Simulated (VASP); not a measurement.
# AlN (P6_3/mmc) in VASP: notebook

Runs on AlN. Level: LDA. Tasks: single point, relaxation of cell and atoms.

Everything below comes from runs of VASP 6.6.1. Logs are shortened: lines on timing, memory, paths and dates and some standing lists are left out, and cuts for length are marked.

### 1 The structure

The structure is hexagonal, space group P6_3/mmc (No. 194). Conventional cell: a = 3.276 Å, b = 3.276 Å, c = 4.101 Å, α = 90.00°, β = 90.00°, γ = 120.00°. Al (site symmetry -6m2) is surrounded by 5 N at 1.89 to 2.05 Å. N (site symmetry -6m2) has 5 Al at 1.89 to 2.05 Å as nearest neighbours.

Measurements of this composition are mostly on another form, of space group No. 186.

### 2 Single point, LDA

File INCAR:

```
ALGO = Normal ; EDIFF = 1E-7
ENCUT = 520 ; ISIF = 2
ISMEAR = 0 ; LASPH = T
LCHARG = F ; LREAL = F
LWAVE = F ; NBANDS = 16
NELM = 100 ; PREC = Accurate
SIGMA = 0.02
```

File KPOINTS:

```
k-points
0
Gamma
  9 9 6
```

File POSCAR:

```
AlN
1.0
    3.2756789481      0.0000000000      0.0000000000
   -1.6378394740      2.8368211837      0.0000000000
    0.0000000000      0.0000000000      4.1006263753
Al N
2 2
Direct
    0.3333333333      0.6666666667      0.7500000000
    0.6666666667      0.3333333333      0.2500000000
    0.3333333333      0.6666666667      0.2500000000
    0.6666666667      0.3333333333      0.7500000000
```

Potentials or basis: VASP PAW LDA potentials, release 64 (Al, N).

Command:

```sh
> cat potpaw_LDA.64/Al/POTCAR potpaw_LDA.64/N/POTCAR > POTCAR
> mpirun -np 1 vasp_std > vasp.out
```

OUTCAR:

```text
EDIFF = 1E-7
   ENCUT = 520
   ISIF = 2
   ISMEAR = 0
   LASPH = T
   LREAL = F
   NELM = 100
   PREC = Accurate

 ion  position               nearest neighbor table
   1  0.333  0.667  0.750-   4 1.89   4 1.89   4 1.89   3 2.05   3 2.05   2 2.79   2 2.79   2 2.79
                             2 2.79   2 2.79   2 2.79
   2  0.667  0.333  0.250-   3 1.89   3 1.89   3 1.89   4 2.05   4 2.05   1 2.79   1 2.79   1 2.79
                             1 2.79   1 2.79   1 2.79
   3  0.333  0.667  0.250-   2 1.89   2 1.89   2 1.89   1 2.05   1 2.05
   4  0.667  0.333  0.750-   1 1.89   1 1.89   1 1.89   2 2.05   2 2.05

  LATTYP: Found a hexagonal cell.
 ALAT       =     3.2756789481
 C/A-ratio  =     1.2518401346

  Lattice vectors:

 A1 = (   3.2756789481,   0.0000000000,   0.0000000000)
 A2 = (  -1.6378394740,   2.8368211837,   0.0000000000)
 A3 = (   0.0000000000,   0.0000000000,   4.1006263753)

Analysis of symmetry for initial positions (statically):
=====================================================================
 Subroutine PRICEL returns:
 Original cell was already a primitive cell.

 Routine SETGRP: Setting up the symmetry group for a
 hexagonal supercell.

 Subroutine GETGRP returns: Found 24 space group operations
 (whereof 12 operations were pure point group operations)
 out of a pool of 24 trial point group operations.

The static configuration has the point symmetry D_3d.
 The point group associated with its full space group is D_6h.

Analysis of symmetry for dynamics (positions and initial velocities):
=====================================================================
 Subroutine PRICEL returns:
 Original cell was already a primitive cell.

 Routine SETGRP: Setting up the symmetry group for a
 hexagonal supercell.

 Subroutine GETGRP returns: Found 24 space group operations
 (whereof 12 operations were pure point group operations)
 out of a pool of 24 trial point group operations.

The dynamic configuration has the point symmetry D_3d.
 The point group associated with its full space group is D_6h.

 Subroutine INISYM returns: Found 24 space group operations
 (whereof 12 operations are pure point group operations),
 and found     1 'primitive' translations

----------------------------------------------------------------------------------------

                                     Primitive cell

  volume of cell :      38.1051

  direct lattice vectors                    reciprocal lattice vectors
     3.275678948  0.000000000  0.000000000     0.305280223  0.176253619  0.000000000
    -1.637839474  2.836821184  0.000000000     0.000000000  0.352507238  0.000000000
     0.000000000  0.000000000  4.100626375     0.000000000  0.000000000  0.243865183

  length of vectors
     3.275678948  3.275678948  4.100626375     0.352507238  0.352507238  0.243865183

  position of ions in fractional coordinates (direct lattice)
     0.333333333  0.666666667  0.750000000
     0.666666667  0.333333333  0.250000000
     0.333333333  0.666666667  0.250000000
     0.666666667  0.333333333  0.750000000

  ion indices of the primitive-cell ions
   primitive index   ion index
                 1           1
                 2           2
                 3           3
                 4           4

----------------------------------------------------------------------------------------

 KPOINTS: k-points

Automatic generation of k-mesh.
 Grid dimensions read from file:
 generate k-points for:    9    9    6

 Generating k-lattice:

  Cartesian coordinates                     Fractional coordinates (reciprocal lattice)
     0.033920025  0.019583735  0.000000000     0.111111111  0.000000000  0.000000000
     0.000000000  0.039167471  0.000000000     0.000000000  0.111111111  0.000000000
     0.000000000  0.000000000  0.040644197     0.000000000  0.000000000  0.166666667

  Length of vectors
     0.039167471  0.039167471  0.040644197

  Shift w.r.t. Gamma in fractional coordinates (k-lattice)
     0.000000000  0.000000000  0.000000000

 Subroutine IBZKPT returns following result:
 ===========================================

 Found     48 irreducible k-points:

 Following reciprocal coordinates:
            Coordinates               Weight
  0.000000  0.000000  0.000000      1.000000
  0.111111  0.000000  0.000000      6.000000
  0.222222  0.000000  0.000000      6.000000
  0.333333  0.000000  0.000000      6.000000
  0.444444  0.000000  0.000000      6.000000
  0.111111  0.111111  0.000000      6.000000
[... 16 lines left out ...]
  0.333333  0.222222  0.166667     24.000000
  0.333333  0.333333  0.166667      4.000000
 [... further k-points ...]
   k-points           NKPTS =     48   k-points in BZ     NKDIM =     48   number of bands    NBANDS=     16
   number of dos      NEDOS =    301   number of ions     NIONS =      4
   total plane-waves  NPLWV =  17280
   dimension x,y,z NGX =    24 NGY =   24 NGZ =   30
   dimension x,y,z NGXF=    48 NGYF=   48 NGZF=   60
   ions per type =               2   2
   NGX,Y,Z   is equivalent  to a cutoff of  12.18, 12.18, 12.16 a.u.
   NGXF,Y,Z  is equivalent  to a cutoff of  24.36, 24.36, 24.32 a.u.
 SYSTEM =  unknown system
   PREC   = accura    normal or accurate (medium, high low for compatibility)
   ISTART =      0    job   : 0-new  1-cont  2-samecut
   ICHARG =      2    charge: 1-file 2-atom 10-const
   ISPIN  =      1    spin polarized calculation?
   LNONCOLLINEAR =      F non collinear calculations
   LSORBIT =      F    spin-orbit coupling
   LASPH  =      T    aspherical Exc in radial PAW
   ENCUT  =  520.0 eV  38.22 Ry    6.18 a.u.   6.09  6.09  7.62*2*pi/ulx,y,z
   NELM   =    100;   NELMIN=  2; NELMDL= -5     # of ELM steps
   EDIFF  = 0.1E-06   stopping-criterion for ELM
   LREAL  =      F    real-space projection
   EDIFFG = 0.1E-05   stopping-criterion for IOM
   NSW    =      0    number of steps for IOM
   IBRION =     -1    ionic relax: 0-MD 1-quasi-New 2-CG
   NFREE  =      0    steps in history (QN), initial steepest desc. (CG)
   ISIF   =      2    stress and relaxation
   ISYM   =      2    0-nonsym 1-usesym 2-fastsym
   POTIM  = 0.5000    time-step for ionic-motion
   TEBEG  =    0.0;   TEEND  =   0.0 temperature during run
   PSTRESS=    0.0 pullay stress
   NELECT =      16.0000    total number of electrons
   NUPDOWN=      -1.0000    fix difference up-down
   EMIN   =  10.00;   EMAX   =-10.00  energy-range for DOS
   EFERMI =   0.00;   METHOD = LEGACY
   ISMEAR =     0;   SIGMA  =   0.02  broadening in eV -4-tet -1-fermi 0-gaus
   EFERMI_NEDOS =   21; number of points for ismear=-14 and -15
   IALGO  =     38    algorithm
   IMIX   =      4    mixing-type and parameters
     AMIX     =   0.40;   BMIX     =  1.00
     AMIX_MAG =   1.60;   BMIX_MAG =  1.00
  volume/ion in A,a.u.               =       9.53        64.29
  Fermi-wavevector in a.u.,A,eV,Ry     =   1.225896  2.316608 20.447124  1.502821
  Thomas-Fermi vector in A             =   2.360917
   LORBIT       =      0    0 simple, 1 ext, 2 COOP (PROOUT), +10 PAW based schemes
   GGA     = CA    functional components
   LHFCALC =     F    Hartree Fock is set to
   AEXX    =    0.0000 exact exchange contribution
   IVDW    =     0    specifies the selected vdW correction
   LEPSILON=     F    determine dielectric tensor
   LRPA    =     F    only Hartree local field effects (RPA)
 non-spin polarized calculation
 Gauss-broadening in eV      SIGMA  =   0.02
  energy-cutoff  :      520.00
  volume of cell :       38.11
 maximum number of plane-waves:      1047
   NGX = 13   NGY = 13   NGZ = 15

 number of electron      15.9999995 magnetization

 Free energy of the ion-electron system (eV)
  ---------------------------------------------------
  ext. energy  EPLUGINS =         0.00000000
  ---------------------------------------------------
  free energy    TOTEN  =       -32.48281630 eV

  energy without entropy =      -32.48281630  energy(sigma->0) =      -32.48281630

 E-fermi :   8.3194     XC(G=0): -11.6778

 val. band max:        8.1381684602   @ k =   0.0000   0.0000   0.0000
 cond. band min:      11.7675195616   @ k =   0.0000   0.0000   0.0000
 fundamental gap:      3.6293511014
 Fermi energy:         8.3193824740

 k-point     1 :       0.0000    0.0000    0.0000
  band No.  band energies     occupation
      1      -8.7971      2.00000
      2      -4.7954      2.00000
      3       1.0278      2.00000
      4       4.7459      2.00000
      5       4.7459      2.00000
      6       6.5058      2.00000
[... 8 lines left out ...]
     15      20.0818      0.00000
     16      20.0818      0.00000

 k-point     2 :       0.1111    0.0000    0.0000
  band No.  band energies     occupation
      1      -8.6488      2.00000
      2      -4.7947      2.00000
      3       1.1826      2.00000
      4       4.2364      2.00000
      5       4.5361      2.00000
      6       6.0302      2.00000
[... 8 lines left out ...]
     15      19.4926      0.00000
     16      19.9207      0.00000

 k-point     3 :       0.2222    0.0000    0.0000
  band No.  band energies     occupation
      1      -8.2218      2.00000
      2      -4.8430      2.00000
      3       1.6341      2.00000
      4       3.1394      2.00000
      5       4.1114      2.00000
      6       5.1440      2.00000
[... 8 lines left out ...]
     15      18.5410      0.00000
     16      20.8191      0.00000

 k-point     4 :       0.3333    0.0000    0.0000
  band No.  band energies     occupation
      1      -7.5842      2.00000
      2      -5.0608      2.00000
      3       2.1402      2.00000
      4       2.3296      2.00000
      5       3.7285      2.00000
      6       4.3630      2.00000
[... 8 lines left out ...]
     15      19.5596      0.00000
     16      21.3681      0.00000

 k-point     5 :       0.4444    0.0000    0.0000
  band No.  band energies     occupation
      1      -6.9365      2.00000
      2      -5.4533      2.00000
      3       1.6083      2.00000
      4       3.0695      2.00000
      5       3.5132      2.00000
      6       3.9072      2.00000
[... 8 lines left out ...]
     15      21.2031      0.00000
     16      21.7542      0.00000

 k-point     6 :       0.1111    0.1111    0.0000
  band No.  band energies     occupation
      1      -8.3607      2.00000
      2      -4.8179      2.00000
      3       1.4862      2.00000
      4       3.6728      2.00000
      5       3.8716      2.00000
      6       5.6061      2.00000
[... 8 lines left out ...]
     15      19.2661      0.00000
     16      20.5099      0.00000
[... 267 lines left out ...]
 k-point    21 :       0.4444    0.1111    0.1667
  band No.  band energies     occupation
      1      -6.6012      2.00000
      2      -5.6008      2.00000
      3       1.1017      2.00000
      4       2.7664      2.00000
      5       3.0232      2.00000
      6       4.4672      2.00000
[... 8 lines left out ...]
     15      20.5320      0.00000
     16      21.8347      0.00000

 k-point    22 :       0.2222    0.2222    0.1667
  band No.  band energies     occupation
      1      -7.0915      2.00000
      2      -5.3131      2.00000
      3       1.6958      2.00000
      4       2.0544      2.00000
      5       3.8161      2.00000
      6       4.3214      2.00000
[... 8 lines left out ...]
     15      20.2193      0.00000
     16      21.6233      0.00000

 k-point    23 :       0.3333    0.2222    0.1667
  band No.  band energies     occupation
      1      -6.4959      2.00000
      2      -5.6193      2.00000
      3       1.3827      2.00000
      4       2.1906      2.00000
      5       3.0056      2.00000
      6       4.8484      2.00000
[... 8 lines left out ...]
     15      20.0433      0.00000
     16      21.7477      0.00000

 k-point    24 :       0.3333    0.3333    0.1667
  band No.  band energies     occupation
      1      -6.0019      2.00000
      2      -6.0019      2.00000
      3       1.3474      2.00000
      4       2.4565      2.00000
      5       2.4565      2.00000
      6       5.0815      2.00000
[... 8 lines left out ...]
     15      19.4676      0.00000
     16      21.5117      0.00000

 [... further k-points ...]

------------------------ aborting loop because EDIFF is reached ----------------------------------------

  FORCE on cell =-STRESS in cart. coord.  units (eV):
  Direction    XX          YY          ZZ          XY          YZ          ZX
  --------------------------------------------------------------------------------------
  -------------------------------------------------------------------------------------
  Total        0.1774802      0.1774802      0.1208607      0.0000000      0.0000000      0.0000000
  in kB        7.4623718      7.4623718      5.0817370      0.0000000      0.0000000      0.0000000
  external PRESSURE =       6.6688268 kB  Pullay stress =       0.0000000 kB

 VOLUME and BASIS-vectors are now :
 -----------------------------------------------------------------------------
  energy-cutoff  :      520.00
  volume of cell :       38.11
      direct lattice vectors                 reciprocal lattice vectors
     3.275678948  0.000000000  0.000000000     0.305280223  0.176253619  0.000000000
    -1.637839474  2.836821184  0.000000000     0.000000000  0.352507238  0.000000000
     0.000000000  0.000000000  4.100626375     0.000000000  0.000000000  0.243865183

 POSITION                                       TOTAL-FORCE (eV/Angst)
 -----------------------------------------------------------------------------------
     -0.00000      1.89121      3.07547         0.000000     -0.000000      0.000000
      1.63784      0.94561      1.02516        -0.000000      0.000000      0.000000
     -0.00000      1.89121      1.02516         0.000000      0.000000      0.000000
      1.63784      0.94561      3.07547         0.000000     -0.000000      0.000000
 -----------------------------------------------------------------------------------
    total drift:                                0.000000     -0.000000      0.000000

  FREE ENERGIE OF THE ION-ELECTRON SYSTEM (eV)
  ---------------------------------------------------
  free  energy   TOTEN  =       -32.4828162951 eV

  energy  without entropy=      -32.4828162951  energy(sigma->0) =      -32.48281630
```

Wall time 9 s (1 thread of Intel Xeon 6975P-C (Granite Rapids), shared host); peak memory 0.14 GiB.

Results:

- Free energy: -32.4828 eV
- Pressure: 0.7 GPa
- Band gap on the k mesh: 3.63 eV, direct

Stress tensor (GPa, compression positive):
```
0.75 0.00 0.00
0.00 0.75 0.00
0.00 0.00 0.51
```

Caveat: an odd mesh through Γ misses points on the zone boundary, where band edges often lie.

### 3 Relaxation of cell and atoms, LDA

File INCAR:

```
SYSTEM = AlN
ALGO = Fast
EDIFF = 1E-6
EDIFFG = -0.002
ENCUT = 600
IBRION = 2
ISIF = 3
ISMEAR = 0
LASPH = .TRUE.
LCHARG = .FALSE.
LREAL = .FALSE.
LWAVE = .FALSE.
NELM = 100
NSW = 100
PREC = Accurate
SIGMA = 0.02
```

File KPOINTS:

```
k-points
0
G
  9 9 6
  0 0 0
```

File POSCAR:

```
AlN
1.0
    3.2736781706      0.0000000000      0.0000000000
   -1.6368390853      2.8350884595      0.0000000000
    0.0000000000      0.0000000000      4.1081445828
Al N
2 2
Direct
    0.3333333333      0.6666666667      0.7500000000
    0.6666666667      0.3333333333      0.2500000000
    0.3333333333      0.6666666667      0.2500000000
    0.6666666667      0.3333333333      0.7500000000
```

Potentials or basis: VASP PAW LDA potentials, release 64 (Al, N).

Command:

```sh
> cat potpaw_LDA.64/Al/POTCAR potpaw_LDA.64/N/POTCAR > POTCAR
> mpirun -np 1 vasp_std > vasp.out
```

Run time: 29 s. Hardware: 1 thread of Intel Xeon 6975P-C (Granite Rapids), shared host; peak memory 0.16 GiB.

It converged, with:

```
Free energy                            : -32.4842 eV
Relaxed volume                         : 9.55 Å³/atom
Relaxed cell                           : a = 3.279 Å, b = 3.279 Å, c = 4.102 Å, α = 90.00°, β = 90.00°, γ = 120.00°
Space group after relaxing (to 0.05 Å) : P6_3/mmc (No. 194)
Energy gained by relaxing              : 0.1 meV/atom
Ionic steps                            : 5
Pressure after relaxing                : 0.0 GPa
Band gap on the k mesh                 : 3.61 eV, direct
```

The path:
```csv
step,energy change (eV),largest force (eV/Å),pressure (GPa),volume (Å³)
1,0.0000,0.0000,0.51,38.13
2,-0.0001,0.0000,-0.61,38.30
3,-0.0002,0.0000,-0.14,38.23
4,-0.0003,0.0000,-0.05,38.21
5,-0.0003,0.0000,-0.01,38.20
```

Final structure:
```
Al N
1.0
     3.27918    0.00000    0.00000
    -1.63959    2.83985    0.00000
     0.00000    0.00000    4.10198
Al N
2 2
Direct
  0.33333 0.66667 0.75000
  0.66667 0.33333 0.25000
  0.33333 0.66667 0.25000
  0.66667 0.33333 0.75000
```

Levels at points of the mesh, in eV from the valence-band top:
```tsv
k point	band 6	band 7	band 8	band 9	band 10	band 11
(0.00, 0.00, 0.00)	-1.62	-1.62	0.00	3.61	4.57	8.24
(0.00, 0.00, 0.50)	-2.55	-2.55	-2.55	5.86	5.86	8.40
```

Caveat: an odd mesh through Γ misses points on the zone boundary, where band edges often lie.

(Part 1 of 2 ends here.)
